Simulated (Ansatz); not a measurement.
Al:

```
Al
1.0
    -1.57590    1.65692    1.65798
     1.47948   -1.59764    1.50228
     1.61445    1.63620   -1.59870
Al
1
Cartesian
  0.0000 0.0000 0.0000
```

The cell isn't the ideal one: cell sheared at random, sigma 0.03, atoms nudged by 0.01 Å.

- Program: Ansatz 0.2.0
- Task: relaxation of cell and atoms
- Functional: HSEsol
- Potentials or basis: Ansatz PAW
- Cutoff: 420 eV (not typed: the program's choice for these potentials)
- k mesh: 6 × 6 × 6
- Occupations: fermi-dirac, width 0.05 eV
- Spin: no spin polarisation

At the start: volume 16.08 Å³/atom.

Where does the relaxation end?

It ends after 21 steps and the volume is 16.19 Å³/atom (+0.7 %); space group I4/mmm (No. 139, to 0.05 Å).

The path:
```tsv
step	energy change (eV)	largest force (eV/Å)	volume (Å³)
1	0.0000	0.0000	16.08
2	-0.0460	0.0000	16.36
3	-0.0743	0.0000	16.45
4	-0.1042	0.0000	16.47
5	-0.1199	0.0000	16.07
6	-0.1310	0.0000	16.00
7	-0.1517	0.0000	16.09
8	-0.1660	0.0000	16.52
9	-0.1703	0.0000	16.12
10	-0.1705	0.0000	15.94
11	-0.1717	0.0000	16.13
12	-0.1718	0.0000	16.14
13	-0.1718	0.0000	16.14
14	-0.1718	0.0000	16.14
15	-0.1719	0.0000	16.14
16	-0.1719	0.0000	16.14
17	-0.1772	0.0000	16.14
18	-0.1773	0.0000	16.16
19	-0.1773	0.0000	16.20
20	-0.1773	0.0000	16.19
21	-0.1773	0.0000	16.19
```

Final structure:
```xyz
1
Lattice="-1.4457 1.9940 1.4347 1.4132 -1.9851 1.4156 1.4371 1.9912 -1.4474" Properties=species:S:1:pos:R:3 pbc="T T T"
Al    0.0000    0.0000    0.0000
```

Caveat: the k mesh is coarse (spacing up to 0.49 Å⁻¹), so the values aren't converged, least of all with exact exchange; the plane-wave basis is chosen anew once the cell has moved, so the energies of steps on either side of that aren't comparable; the PAW data sets come from PBE, with cores solved anew for the run's functional, which leaves a small shift of forces and pressure.
